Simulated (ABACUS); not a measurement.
Ta:

```
CELL_PARAMETERS angstrom
-1.65128 1.65128 1.65128
1.65128 -1.65128 1.65128
1.65128 1.65128 -1.65128
ATOMIC_POSITIONS crystal
Ta 0.00000 0.00000 0.00000
```

| Property | Result |
| --- | --- |
| Program | ABACUS 3.10.1 |
| Task | relaxation of cell and atoms |
| Functional | RPBE |
| Potentials or basis | SG15 ONCV 1.2 PBE |
| Cutoff | 1361 eV |
| Density cutoff | 5442 eV |
| Basis | DZP LCAO (the cutoffs set its grid) |
| k mesh | 8 × 8 × 8 |
| Occupations | fermi-dirac, width 0.05 eV |
| Spin | no spin polarisation |

At the start: pressure 9.0 GPa; volume 18.01 Å³/atom.

Task: How do energy, volume and symmetry change on relaxing?

Result: Over 8 steps the energy falls by 22.5 meV/atom and the volume is 18.84 Å³/atom (+4.6 %); space group Im-3m (No. 229, to 0.05 Å).

The path:
| step | energy change (eV) | largest force (eV/Å) | pressure (GPa) | volume (Å³) |
| --- | --- | --- | --- | --- |
| 1 | 0.0000 | 0.0000 | 9.02 | 18.01 |
| 2 | 0.0807 | 0.0000 | -14.79 | 20.89 |
| 3 | -0.0225 | 0.0000 | -0.34 | 18.88 |
| 4 | -0.0225 | 0.0000 | -0.34 | 18.88 |
| 5 | -0.0224 | 0.0000 | 0.59 | 18.78 |
| 6 | -0.0225 | 0.0000 | -0.03 | 18.85 |
| 7 | -0.0225 | 0.0000 | -0.03 | 18.85 |
| 8 | -0.0225 | 0.0000 | 0.00 | 18.84 |

Final structure:
```yaml
crystal:
  lattice:
    - [-1.67638, 1.67638, 1.67638]
    - [1.67638, -1.67638, 1.67638]
    - [1.67638, 1.67638, -1.67638]
  atoms:
    - { symbol: Ta, position: [0.00000, 0.00000, 0.00000] }
```

Caveat: the atomic orbitals were generated for these runs and aren't a published set; the potentials were made for another functional, which shifts forces and pressure; the basis of atomic orbitals isn't converged, which shifts pressures, moduli and gaps.
